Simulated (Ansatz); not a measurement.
## Ag: energy along a strain

Ag, Im-3m, a = 3.311 Å (as given, not relaxed at this level: -0.7 GPa). This isn't the element's structure at ambient conditions. Ansatz: PBE, PAW, 420 eV, Γ-centred 20×20×20 mesh on 1 atom, Gaussian smearing 0.15 eV; no spin polarisation. Cell vectors (Å): -1.656 1.656 1.656; 1.656 -1.656 1.656; 1.656 1.656 -1.656. The cell is strained by x per cent times the pattern (0 0 0 1 0 0) in the order xx yy zz yz xz xy (engineering shears), with fractional coordinates held. y is the free energy over the start, V0 = 18.154 Å³/atom. Symmetry makes y even in x. Points with a strain past 8.5 % were computed too (4) and aren't used here.

```
x (%) y (meV/atom)
-7.50         13.43
 0.00          0.00
 1.87          0.75
 3.75          3.10
 5.62             ?
```

Task: Fit y = c2 x² + c4 x⁴ to the other rows, get the stiffness along the pattern, and predict the missing energy.

Result: Least squares on the rows shown. y = 0.2142 x² + 0.0004364 x⁴. The clamped-ion stiffness p·C·p = 2 × 2.142 eV × 160.2 / 18.154 Å³ = 38 GPa, which is C44 in these axes (second derivative at the start, which stands under stress). At x = 5.62 the fit asked for gives 7.20 meV/atom. The run gave 7.23 meV/atom, so the fit is 0.03 meV/atom too low, a small miss on the scale of the series.